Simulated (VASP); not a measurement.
# Dy (Im-3m) in VASP: settings compared

Aim: see how the results for Dy move with the level of theory and the settings. Levels: PBEsol, PBE. Tasks: single point.

Program: VASP 6.6.1. These are calculated values, not measurements. Logs are shortened: lines on timing, memory, paths and dates and some standing lists are left out, and cuts for length are marked.

**1. Starting point**

It takes space group Im-3m (No. 229, cubic). Conventional cell: a = 4.001 Å, b = 4.001 Å, c = 4.001 Å, α = 90.00°, β = 90.00°, γ = 90.00°. Dy (site symmetry m-3m) has 8 Dy at 3.46 Å as nearest neighbours.

This isn't the form of Dy at room conditions, which is hcp.

**2. Single point, PBEsol, collinear spin, ferromagnetic start**

The input, run.py:

```python
from ase.calculators.vasp import Vasp
from ase.dft.bandgap import bandgap
from ase.io import read

atoms = read('Dy.xyz')
atoms.set_initial_magnetic_moments([5.0])
calc = Vasp(
    directory='calc',
    xc='pbesol',
    pp='PBE',
    setups={'base': 'minimal'},
    prec='Accurate',
    encut=520,
    ediff=1e-06,
    ismear=0,
    sigma=0.1,
    lreal=False,
    lasph=True,
    nelm=100,
    algo='Normal',
    isif=2,
    lwave=False,
    lcharg=False,
    ispin=2,
    lorbit=11,
    lmaxmix=6,
    kpts=[9, 9, 9],
    gamma=True,
)
atoms.calc = calc

print('energy (eV):', atoms.get_potential_energy())
print('free energy (eV):', atoms.get_potential_energy(force_consistent=True))
print('forces (eV/A):')
print(atoms.get_forces())
print('stress (eV/A^3, Voigt):', atoms.get_stress())
print('Fermi level (eV):', calc.get_fermi_level())
print('moment (muB):', atoms.get_magnetic_moment())
print('site moments (muB):', atoms.get_magnetic_moments())
gap, top, bottom = bandgap(calc)
print('band gap (eV):', gap, 'from (spin, k, band)', top, 'to', bottom)
```

The input, Dy.xyz:

```xyz
1
Lattice="-2.0003821482 2.0003821482 2.0003821482 2.0003821482 -2.0003821482 2.0003821482 2.0003821482 2.0003821482 -2.0003821482" Properties=species:S:1:pos:R:3 pbc="T T T"
Dy     0.0000000000      0.0000000000      0.0000000000
```

Potentials or basis: VASP PAW PBE potentials, release 64 (Dy).

Command:

```sh
> python run.py
```

Standard output:

```text
energy (eV): -8.09005643
free energy (eV): -8.1029707
forces (eV/A):
[[ 0. -0. -0.]]
stress (eV/A^3, Voigt): [ 0.00658047  0.00658047  0.00658047 -0.          0.         -0.        ]
Fermi level (eV): 2.72663078
moment (muB): 4.4870371
site moments (muB): [4.47]
band gap (eV): 0.0 from (spin, k, band) (None, None, None) to (None, None, None)
```

OUTCAR:

```text
ENCUT = 520.000000
   EDIFF = 1.00e-06
   GGA = PS
   PREC = Accurate
   ISIF = 2
   ISMEAR = 0
   ISPIN = 2
   LORBIT = 11
   NELM = 100
   LASPH = .TRUE.
   LREAL = .FALSE.

 ion  position               nearest neighbor table
   1  0.000  0.000  0.000-

  LATTYP: Found a body centered cubic cell.
 ALAT       =     4.0007642964

  Lattice vectors:

 A1 = (  -2.0003821482,   2.0003821482,   2.0003821482)
 A2 = (   2.0003821482,  -2.0003821482,   2.0003821482)
 A3 = (   2.0003821482,   2.0003821482,  -2.0003821482)

Analysis of symmetry for initial positions (statically):
=====================================================================
 Subroutine PRICEL returns:
 Original cell was already a primitive cell.

 Routine SETGRP: Setting up the symmetry group for a
 body centered cubic supercell.

 Subroutine GETGRP returns: Found 48 space group operations
 (whereof 48 operations were pure point group operations)
 out of a pool of 48 trial point group operations.

The static configuration has the point symmetry O_h .

Analysis of symmetry for dynamics (positions and initial velocities):
=====================================================================
 Subroutine PRICEL returns:
 Original cell was already a primitive cell.

 Routine SETGRP: Setting up the symmetry group for a
 body centered cubic supercell.

 Subroutine GETGRP returns: Found 48 space group operations
 (whereof 48 operations were pure point group operations)
 out of a pool of 48 trial point group operations.

The dynamic configuration has the point symmetry O_h .

Analysis of structural, dynamic, and magnetic symmetry:
=====================================================================
 Subroutine PRICEL returns:
 Original cell was already a primitive cell.

 Routine SETGRP: Setting up the symmetry group for a
 body centered cubic supercell.

 Subroutine GETGRP returns: Found 48 space group operations
 (whereof 48 operations were pure point group operations)
 out of a pool of 48 trial point group operations.

The overall configuration has the point symmetry O_h .

 Subroutine INISYM returns: Found 48 space group operations
 (whereof 48 operations are pure point group operations),
 and found     1 'primitive' translations

----------------------------------------------------------------------------------------

                                     Primitive cell

  volume of cell :      32.0183

  direct lattice vectors                    reciprocal lattice vectors
    -2.000382148  2.000382148  2.000382148     0.000000000  0.249952241  0.249952241
     2.000382148 -2.000382148  2.000382148     0.249952241  0.000000000  0.249952241
     2.000382148  2.000382148 -2.000382148     0.249952241  0.249952241  0.000000000

  length of vectors
     3.464763515  3.464763515  3.464763515     0.353485849  0.353485849  0.353485849

  position of ions in fractional coordinates (direct lattice)
     0.000000000  0.000000000  0.000000000

  ion indices of the primitive-cell ions
   primitive index   ion index
                 1           1
[... 98 lines left out ...]
   LHFCALC =     F    Hartree Fock is set to
   AEXX    =    0.0000 exact exchange contribution
   IVDW    =     0    specifies the selected vdW correction
   LEPSILON=     F    determine dielectric tensor
   LRPA    =     F    only Hartree local field effects (RPA)
 spin polarized calculation
 Gauss-broadening in eV      SIGMA  =   0.10
  energy-cutoff  :      520.00
  volume of cell :       32.02
 maximum number of plane-waves:       887
 NGX is ok and might be reduce to    28
   NGX = 13   NGY = 13   NGZ = 13

 number of electron      20.0000005 magnetization       4.4870371

 Free energy of the ion-electron system (eV)
  ---------------------------------------------------
  ext. energy  EPLUGINS =         0.00000000
  ---------------------------------------------------
  free energy    TOTEN  =        -8.10297070 eV

  energy without entropy =       -8.07714216  energy(sigma->0) =       -8.09005643

 E-fermi :   2.7266     XC(G=0): -10.2140

 val. band max:        2.7195799674   @ k =  -0.4444  -0.4444   0.2222
 cond. band min:       2.7351512726   @ k =  -0.4444   0.4444   0.3333
 fundamental gap:      0.0155713052
 Fermi energy:         2.7266307757

 spin component 1

 k-point     1 :       0.0000    0.0000    0.0000
  band No.  band energies     occupation
      1     -44.3776      1.00000
      2     -19.8914      1.00000
      3     -19.8914      1.00000
      4     -19.8914      1.00000
      5      -2.4130      1.00000
      6      -0.6939      1.00000
[... 459 lines left out ...]
      6      -0.7714      1.00000
[... 9 lines left out ...]
     16       7.9826      0.00000
     17      10.1261      0.00000

 [... further k-points ...]

 spin component 2

 k-point     1 :       0.0000    0.0000    0.0000
  band No.  band energies     occupation
      1     -42.3808      1.00000
      2     -18.4384      1.00000
      3     -18.4384      1.00000
      4     -18.4384      1.00000
      5      -2.3004      1.00000
      6       2.4665      0.99988
[... 459 lines left out ...]
      6       2.5262      0.99771
[... 9 lines left out ...]
     16       8.5268      0.00000
     17      10.7742      0.00000

 [... further k-points ...]

------------------------ aborting loop because EDIFF is reached ----------------------------------------

 total charge

# of ion       s       p       d       f       tot
--------------------------------------------------
    1        2.164   5.794   0.483   9.318  17.759

 magnetization (x)

# of ion       s       p       d       f       tot
--------------------------------------------------
    1        0.008  -0.059   0.005   4.516   4.470

  FORCE on cell =-STRESS in cart. coord.  units (eV):
  Direction    XX          YY          ZZ          XY          YZ          ZX
  --------------------------------------------------------------------------------------
  -------------------------------------------------------------------------------------
  Total       -0.2106958     -0.2106958     -0.2106958      0.0000000      0.0000000     -0.0000000
  in kB      -10.5430825    -10.5430825    -10.5430825      0.0000000      0.0000000     -0.0000000
  external PRESSURE =     -10.5430825 kB  Pullay stress =       0.0000000 kB

 VOLUME and BASIS-vectors are now :
 -----------------------------------------------------------------------------
  energy-cutoff  :      520.00
  volume of cell :       32.02
      direct lattice vectors                 reciprocal lattice vectors
    -2.000382148  2.000382148  2.000382148     0.000000000  0.249952241  0.249952241
     2.000382148 -2.000382148  2.000382148     0.249952241  0.000000000  0.249952241
     2.000382148  2.000382148 -2.000382148     0.249952241  0.249952241  0.000000000

  length of vectors
     3.464763515  3.464763515  3.464763515     0.353485849  0.353485849  0.353485849

 FORCES acting on ions
    electron-ion (+dipol)            ewald-force                    non-local-force                 convergence-correction
 -----------------------------------------------------------------------------------------------
   -.150E-13 -.221E-13 0.146E-13   -.364E-14 -.795E-14 -.145E-14   -.132E-22 0.000E+00 -.397E-22   0.561E-13 0.854E-13 0.104E-12
 -----------------------------------------------------------------------------------------------
   -.150E-13 -.221E-13 0.146E-13   -.364E-14 -.795E-14 -.145E-14   -.132E-22 0.000E+00 -.397E-22   0.561E-13 0.854E-13 0.104E-12

 POSITION                                       TOTAL-FORCE (eV/Angst)
 -----------------------------------------------------------------------------------
      0.00000      0.00000      0.00000         0.000000     -0.000000     -0.000000
 -----------------------------------------------------------------------------------
    total drift:                                0.000000      0.000000      0.000000

--------------------------------------------------------------------------------------------------------

  FREE ENERGIE OF THE ION-ELECTRON SYSTEM (eV)
  ---------------------------------------------------
  free  energy   TOTEN  =        -8.1029707037 eV

  energy  without entropy=       -8.0771421593  energy(sigma->0) =       -8.09005643

--------------------------------------------------------------------------------------------------------

--------------------------------------------------------------------------------------------------------

 total charge

# of ion       s       p       d       f       tot
--------------------------------------------------
    1        2.164   5.794   0.483   9.318  17.759

 magnetization (x)

# of ion       s       p       d       f       tot
--------------------------------------------------
    1        0.008  -0.059   0.005   4.516   4.470

=======================================================================
```

INCAR:

```text
ENCUT = 520.000000
SIGMA = 0.100000
EDIFF = 1.00e-06
ALGO = Normal
GGA = PS
PREC = Accurate
ISIF = 2
ISMEAR = 0
ISPIN = 2
LMAXMIX = 6
LORBIT = 11
NELM = 100
LASPH = .TRUE.
LCHARG = .FALSE.
LWAVE = .FALSE.
LREAL = .FALSE.
MAGMOM = 1*5.0000
```

Run time: 79 s. Hardware: 1 thread of AMD EPYC 9R45 (Zen 5), shared host; peak memory 0.17 GiB.

Results:

* Free energy: -8.1030 eV
* Pressure: -1.1 GPa
* Band gap on the k mesh: none (metal or under the smearing width)
* Net moment: 4.49 μB per cell
* Site moments: Dy +4.47 μB
* Valence electrons inside the program's atomic spheres: Dy 17.76

Levels at points of the mesh, in eV from the Fermi level:
Spin up:
```csv
k point,band 10,band 11,band 12,band 13,band 14,band 15
"(0.00, 0.00, 0.00)",-2.83,-2.83,-2.83,1.99,1.99,1.99
```
Spin down:
```csv
k point,band 6,band 7,band 8,band 9,band 10,band 11
"(0.00, 0.00, 0.00)",-0.26,-0.26,-0.26,0.65,0.65,0.65
```

Caveat: the magnetic or orbital state may not be the lowest; the PAW data sets were made with another functional, which shifts forces and pressure a little; spin-orbit coupling is left out, which moves the levels of the heavy elements.

**3. Single point, PBE, collinear spin, ferromagnetic start**

Changes to run.py since step 2:

```diff
@@ -2,5 +2,12 @@
 from ase.dft.bandgap import bandgap
-from ase.io import read
+from ase.spacegroup import crystal
 
-atoms = read('Dy.xyz')
+atoms = crystal(
+    ['Dy'],
+    basis=[[0.0, 0.0, 0.0]],
+    spacegroup=229,
+    setting=1,
+    cellpar=[4.0007643, 4.0007643, 4.0007643, 90.0, 90.0, 90.0],
+    primitive_cell=True,
+)
 atoms.set_initial_magnetic_moments([5.0])
@@ -8,13 +15,13 @@
     directory='calc',
-    xc='pbesol',
+    xc='lda',
     pp='PBE',
-    setups={'base': 'minimal'},
+    setups='materialsproject',
     prec='Accurate',
     encut=520,
-    ediff=1e-06,
+    ediff=1e-07,
     ismear=0,
-    sigma=0.1,
+    sigma=0.02,
     lreal=False,
     lasph=True,
-    nelm=100,
+    nelm=150,
     algo='Normal',
@@ -28,2 +35,3 @@
     gamma=True,
+    nbands=14,
 )
```

Potentials or basis: VASP PAW PBE potentials, release 64 (Dy_3), 4f in core.

Command:

```sh
> python run.py
```

It took 32 s on 1 thread of Intel Xeon Platinum 8488C (Sapphire Rapids), shared host; peak memory 0.18 GiB.

The run converged. Its results:

```yaml
Free_energy: -4.3975 eV
Pressure: -0.2 GPa
Band_gap_on_the_k_mesh: none (metal or under the smearing width)
Net_moment: 0.00 μB per cell
Valence_electrons_inside_the_program's_atomic_spheres: Dy 7.89
```

Levels at points of the mesh, in eV from the Fermi level:
Spin up:
```tsv
k point	band 1	band 2	band 3	band 4	band 5	band 6	band 7	band 8	band 9
(0.00, 0.00, 0.00)	-23.11	-23.11	-23.11	-5.18	1.78	1.78	1.78	3.94	3.94
```
Spin down:
```
           k point  band 2  band 3  band 4  band 5  band 6  band 7
(0.00, 0.00, 0.00)  -23.11  -23.11   -5.18    1.78    1.78    1.78
```

Caveat: ASE's xc='lda' writes no GGA tag, so the PBE potentials set the functional and the run is PBE; the magnetic or orbital state may not be the lowest; spin-orbit coupling is left out, which moves the levels of the heavy elements; the 4f electrons are frozen in the core as for a trivalent ion, so they carry no moment and show no levels.

**4. Single point, PBE, collinear spin, ferromagnetic start**

The input, INCAR:

```
SYSTEM = Dy
  ADDGRID = .False.
  ALGO = Normal
  EDIFF = 1E-8
  ENCUT = 900
  GGA = PE
  ISIF = 2
  ISMEAR = 0
  ISPIN = 2
  LASPH = .True.
  LCHARG = .False.
  LMAXMIX = 6
  LORBIT = 11
  LREAL = .False.
  LWAVE = .False.
  MAGMOM = 5
  NELM = 100
  PREC = Accurate
  SIGMA = 0.1
```

The input, KPOINTS:

```
k-points
0
Gamma
  17 17 17
  0 0 0
```

The input, POSCAR:

```
Dy
1.0
   -2.0003821482      2.0003821482      2.0003821482
    2.0003821482     -2.0003821482      2.0003821482
    2.0003821482      2.0003821482     -2.0003821482
Dy
1
Direct
    0.0000000000      0.0000000000      0.0000000000
```

Potentials or basis: VASP PAW PBE potentials, release 64 (Dy).

Command:

```sh
> cat potpaw_PBE.64/Dy/POTCAR > POTCAR
> mpirun -np 1 vasp_std > vasp.out
```

Run time: 10 min. Hardware: 1 thread of Intel Xeon Platinum 8488C (Sapphire Rapids), shared host; peak memory 0.53 GiB.

It converged, with:

```
Free energy                                           : -7.9339 eV
Pressure                                              : 1.7 GPa
Band gap on the k mesh                                : none (metal or under the smearing width)
Net moment                                            : 4.46 μB per cell
Site moments                                          : Dy +4.44 μB
Valence electrons inside the program's atomic spheres : Dy 17.80
```

Levels at points of the mesh, in eV from the Fermi level:
Spin up:
```tsv
k point	band 9	band 10	band 11	band 12	band 13	band 14	band 15	band 16
(0.00, 0.00, 0.00)	-3.14	-2.66	-2.66	-2.66	2.07	2.07	2.07	4.14
```
Spin down:
| k point | band 5 | band 6 | band 7 | band 8 | band 9 | band 10 | band 11 | band 12 |
| --- | --- | --- | --- | --- | --- | --- | --- | --- |
| (0.00, 0.00, 0.00) | -4.99 | -0.26 | -0.26 | -0.26 | 0.94 | 0.94 | 0.94 | 1.43 |

Caveat: the magnetic or orbital state may not be the lowest; spin-orbit coupling is left out, which moves the levels of the heavy elements. The state reached can hang on the start; a lower one may exist.

**5. For comparison**

An earlier run on the cell as given: functional PBE; potentials or basis VASP PAW PBE potentials, release 64 (Dy); cutoff 520 eV; k mesh 9 × 9 × 9; occupations fermi-dirac, width 0.05 eV; collinear spin, ferromagnetic start; starting moments [5.0] μB.

* Pressure: 1.6 GPa
* Band gap on the k mesh: none (metal or under the smearing width)
* Net moment: 4.47 μB per cell
* Site moments: Dy +4.44 μB
* Valence electrons inside the program's atomic spheres: Dy 17.79

**6. Overview**

| level | potentials or basis | k mesh | cutoff (eV) | smearing | gap on the mesh (eV) | pressure (GPa) | moment (μB) |
| --- | --- | --- | --- | --- | --- | --- | --- |
| PBEsol | VASP PAW PBE potentials, release 64 (Dy) | 9 × 9 × 9 | 520 | gaussian 0.1 eV | none | -1.1 | 4.49 |
| PBE | VASP PAW PBE potentials, release 64 (Dy_3), 4f in core | 9 × 9 × 9 | 520 | gaussian 0.02 eV | none | -0.2 | 0.00 |
| PBE | VASP PAW PBE potentials, release 64 (Dy) | 17 × 17 × 17 | 900 | gaussian 0.1 eV | none | 1.7 | 4.46 |
| PBE | VASP PAW PBE potentials, release 64 (Dy) | 9 × 9 × 9 | 520 | fermi-dirac 0.05 eV | none | 1.6 | 4.47 |

Alike in all rows: task single point; spin collinear, ferromagnetic start; cell as given.

Caveats: the magnetic or orbital state may not be the lowest; spin-orbit coupling is left out, which moves the levels of the heavy elements; the PAW data sets were made with another functional, which shifts forces and pressure a little (some runs); ASE's xc='lda' writes no GGA tag, so the PBE potentials set the functional and the run is PBE (some runs); the 4f electrons are frozen in the core as for a trivalent ion, so they carry no moment and show no levels (some runs).

Total energies depend on the potentials used, so only differences within one code and one set of settings carry meaning.
